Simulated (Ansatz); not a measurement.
A run of Ansatz 0.2.0:

input.yaml

```yaml
crystal:
  lattice:
    - [0.0, 3.2145, 3.2145]
    - [3.2145, 0.0, 3.2145]
    - [3.2145, 3.2145, 0.0]
  atoms:
    - { symbol: Hg, position: [0.0, 0.0, 0.0] }
    - { symbol: Te, position: [0.75, 0.75, 0.75] }
hamiltonian:
  xc: pbe
  pseudopotentials: { kind: paw }
kpoints:
  mp_grid: { grid: [7, 7, 7] }
scf:
  occupations: { method: gaussian, width: 0.019 }
output:
  forces: true
  stress: true
  eigenvalues: true
  write_density: true
  write_potential: true
  elf: true
  volumetric_format: npy
```

Potentials or basis: Ansatz PAW.

Run with:

```sh
$ ansatz run input.yaml --threads 2 --pin off --max-ram 5632MiB --backend cpu --events-out ev --progress --plain --runs-dir out
```

Hardware: 2 threads of Intel(R) Xeon(R) Processor @ 2.50GHz (Skylake/Cascade Lake), on a shared host.

Problem. Estimate the wall time of this run.

Solution. Wall time 4.2 s on 2 threads of Intel(R) Xeon(R) Processor @ 2.50GHz (Skylake/Cascade Lake) (shared host), peak memory 0.38 GiB. Counts: scf iterations 6, plane waves 1291, k points 20, bands 22.
